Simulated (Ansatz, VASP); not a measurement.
SnO2: VASP beside Ansatz

File INCAR:

```
SYSTEM = SnO2
  ALGO = Normal
  EDIFF = 1E-6
  ENCUT = 520
  GGA = PS
  ISIF = 2
  ISMEAR = 0
  LASPH = .TRUE.
  LCHARG = .FALSE.
  LREAL = .FALSE.
  LWAVE = .FALSE.
  NBANDS = 20
  NELM = 80
  PREC = Accurate
  SIGMA = 0.05
```

The input KPOINTS:

```
k-points
0
G
  12 12 12
  0 0 0
```

Contents of POSCAR:

```
SnO2
1.0
    1.5763225363      0.9100902406      4.3304882037
   -1.5763225363      0.9100902406      4.3304882037
    0.0000000000     -1.8201804813      4.3304882037
Sn O
1 2
Direct
    0.5000000000      0.5000000000      0.5000000000
    0.2541351940      0.2541351940      0.2541351940
    0.7458648060      0.7458648060      0.7458648060
```

Input for Ansatz:

```yaml
crystal:
  lattice:
    - [1.5763225363, 0.9100902406, 4.3304882037]
    - [-1.5763225363, 0.9100902406, 4.3304882037]
    - [0.0, -1.8201804813, 4.3304882037]
  atoms:
    - { symbol: Sn, position: [0.5, 0.5, 0.5] }
    - { symbol: O, position: [0.254135194, 0.254135194, 0.254135194] }
    - { symbol: O, position: [0.745864806, 0.745864806, 0.745864806] }
basis:
  ecutwfc: 520.0
kpoints:
  mp_grid: { grid: [12, 12, 12] }
hamiltonian:
  xc: pbesol
  pseudopotentials: { kind: paw, azcp: { folder: soft_1 } }
scf:
  occupations: { method: gaussian, width: 0.05 }
output:
  forces: true
  stress: true
  eigenvalues: true
```

Alike in both runs: task single point; functional PBEsol; k mesh 12 × 12 × 12; occupations gaussian, width 0.05 eV; no spin polarisation.

|  | VASP | Ansatz |
| --- | --- | --- |
| version | VASP 6.6.1 | Ansatz 0.2.0 |
| potentials or method | VASP PAW PBE potentials, release 64 (Sn_d, O) | scalar-relativistic, plane waves, PAW |
| plane-wave cutoff (eV) | 520 | 520 |
| valence electrons in the cell | 26 | 26 |

```tsv
	VASP	Ansatz	Ansatz less VASP
gap on the k mesh at the Fermi level (eV)	1.40	1.43	+0.028
least direct gap on the mesh (eV)	1.40	1.43	+0.028
pressure (GPa)	-3.5	-4.2	-0.70
largest component of the traceless stress (GPa)	8.33	7.99	-0.337
rms of the force components (eV/Å)	0.858	0.890	+0.0313
```

Atom by atom the forces differ by 0.031 eV/Å (rms over components). With one functional, cell and mesh, what is left measures potentials, basis and numerics. Ansatz warned: «pseudo_functional_mismatch».

Caveats: the PAW data sets were made with another functional, which shifts forces and pressure a little (VASP); spin-orbit coupling is left out, which moves the levels of the heavy elements. A k mesh can miss the band edges.
